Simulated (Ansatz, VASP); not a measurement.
**Two plane-wave programs on Si**

File INCAR:

```
ALGO = Normal
EDIFF = 1E-6
ENCUT = 520
ISIF = 2
ISMEAR = -1
ISPIN = 2
ISYM = 0
LASPH = True
LCHARG = False
LORBIT = 11
LREAL = False
LWAVE = False
MAGMOM = 2
NBANDS = 12
NELM = 150
PREC = Accurate
SIGMA = 0.01
```

KPOINTS

```
k-points
0
Gamma
  1 1 1
```

Contents of POSCAR:

```
Si
1.0
   14.0000000000      0.0000000000      0.0000000000
    0.0000000000     14.4000000000      0.0000000000
    0.0000000000      0.0000000000     14.8000000000
Si
1
Direct
    0.5000000000      0.5000000000      0.5000000000
```

Input for Ansatz:

```yaml
crystal:
  lattice:
    - [14.0, 0.0, 0.0]
    - [0.0, 14.4, 0.0]
    - [0.0, 0.0, 14.8]
  atoms:
    - { symbol: Si, position: [0.5, 0.5, 0.5], spin: 2.0 }
  symmetry: { detect: false, time_reversal: true }
hamiltonian:
  xc: lda
  pseudopotentials:
    kind: paw
    azcp:
      Si: "pseudopotentials/Si.paw.azcp"
basis:
  ecutwfc: 420
  fft_grid_basis: typed
kpoints:
  mp_grid: { grid: [1, 1, 1], shift: [0, 0, 0] }
magnetization:
  spin_polarized: true
scf:
  occupations: { method: fermi_dirac, width: 0.01 }
```

The cell was built by a generator and needn't be a form met in nature.

Alike in both runs: task single point; functional LDA; k mesh 1 × 1 × 1; occupations fermi-dirac, width 0.01 eV; collinear spin.

|  | VASP | Ansatz |
| --- | --- | --- |
| version | VASP 6.6.1 | Ansatz 0.2.0 |
| potentials or method | VASP PAW LDA potentials, release 64 (Si) | plane waves (420 eV) with PAW, scalar-relativistic |
| plane-wave cutoff (eV) | 520 | 420 |
| valence electrons in the cell | 4 | 4 |

VASP gave:

```
net moment per atom (μB)                                      : 2.00
size of the moment on the site where the two differ most (μB) : 0.58
```

Task: Estimate Ansatz's values.

Result: net moment per atom (μB): 2.00; size of the moment on the site where the two differ most (μB): 2.00.

Site moments also hang on the region over which each program counts them. Ansatz warned: «open_shared_shell_at_semilocal_close».
